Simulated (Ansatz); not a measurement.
# BN: band gap under strain

How does strain move the band edges of BN built on the wurtzite prototype, and do the functionals agree on it? States: +1.5 % strain along x alone; -4.0 % shear in the xy plane.

Program: Ansatz 0.2.0. PAW datasets, plane waves. Spin-unpolarised throughout; all numbers are computed.

**1. The cell**

The unstrained cell was relaxed with r2SCAN; in each strained cell the atoms were relaxed again with r2SCAN. Names of k-points are those of the unstrained zone, where strain can split equivalent points. First state: +1.5 % strain along x alone.

It is orthorhombic, Cmc2_1 (No. 36); conventional cell a = 2.582 Å, b = 4.406 Å, c = 4.208 Å, 5.98 Å³ an atom. Near B stand 4 N at 1.56–1.58 Å; near N stand 4 B at 1.56–1.58 Å.

The structure in full:

```cif
data_structure
_symmetry_space_group_name_H-M 'P 1'
_symmetry_Int_Tables_number 1
_cell_length_a 2.5821
_cell_length_b 2.5535
_cell_length_c 4.2078
_cell_angle_alpha 90.000
_cell_angle_beta 90.000
_cell_angle_gamma 120.371
_cell_volume 23.94
loop_
_atom_site_label
_atom_site_type_symbol
_atom_site_fract_x
_atom_site_fract_y
_atom_site_fract_z
_atom_site_occupancy
B1 B 0.33355 0.66711 0.00018 1
B2 B 0.66645 0.33289 0.50018 1
N1 N 0.33272 0.66544 0.37482 1
N2 N 0.66728 0.33456 0.87482 1
```

From earlier runs on the unstrained cell: PBE 5.21 eV, r2SCAN 5.75 eV, HSE06 6.53 eV; a = 2.544 Å, c = 4.208 Å.

**2. +1.5 % strain along x alone: PBE**

Contents of input.yaml:

```yaml
crystal:
  lattice:
    - [2.5821092527, 0.0, 0.0]
    - [-1.2910546264, 2.2031253282, 0.0]
    - [0.0, 0.0, 4.2078153385]
  atoms:
    - { symbol: B, position: [0.3335535728, 0.6671071456, 0.0001774231] }
    - { symbol: B, position: [0.6664464272, 0.3328928544, 0.5001774231] }
    - { symbol: "N", position: [0.3327213956, 0.6654427911, 0.3748225769] }
    - { symbol: "N", position: [0.6672786044, 0.3345572089, 0.8748225769] }
kpoints:
  mp_grid: { grid: [12, 12, 6] }
  band_path:
    path:
      - [0.0, 0.0, 0.0]
      - [0.5, 0.0, 0.0]
      - [0.3333333333, 0.3333333333, 0.0]
      - [0.0, 0.0, 0.5]
      - [0.5, 0.0, 0.5]
      - [0.3333333333, 0.3333333333, 0.5]
      - [0.1, 0.0, 0.0]
      - [0.330729, 0.333333, 0.0]
    npoints: 1
hamiltonian:
  xc: pbe
scf:
  occupations: { method: fermi_dirac, width: 0.02 }
  n_extra_bands: 5
output:
  forces: true
  stress: true
  eigenvalues: true
```

On the command line:

```sh
> ansatz run input.yaml --threads 4 --pin off --max-ram 4608MiB --backend cpu --events-out ev --progress --plain --runs-dir out
```

After this run come: +1.5 % strain along x alone: r2SCAN; +1.5 % strain along x alone: HSE06; -4.0 % shear in the xy plane: PBE; -4.0 % shear in the xy plane: r2SCAN; -4.0 % shear in the xy plane: HSE06.

Before running it: what results should come out?

As calculated:

Least gap in eV (negative: overlap), with the change from the unstrained cell in brackets:

| state | volume change (%) | PBE | r2SCAN | HSE06 |
| --- | --- | --- | --- | --- |
| +1.5 % strain along x alone | +1.5 | 5.21 (+0.00) | 5.75 (+0.00) | 6.53 (+0.00) |
| -4.0 % shear in the xy plane | -0.0 | 5.05 (-0.16) | 5.59 (-0.16) | 6.38 (-0.15) |

The largest move of the HSE06 gap in the table is -0.151 eV, under -4.0 % shear in the xy plane. PBE and HSE06 differ by 1.32 eV on the unstrained gap, and by at most 0.01 eV on its change: the two disagree on the size of the gap but agree on its response to strain.
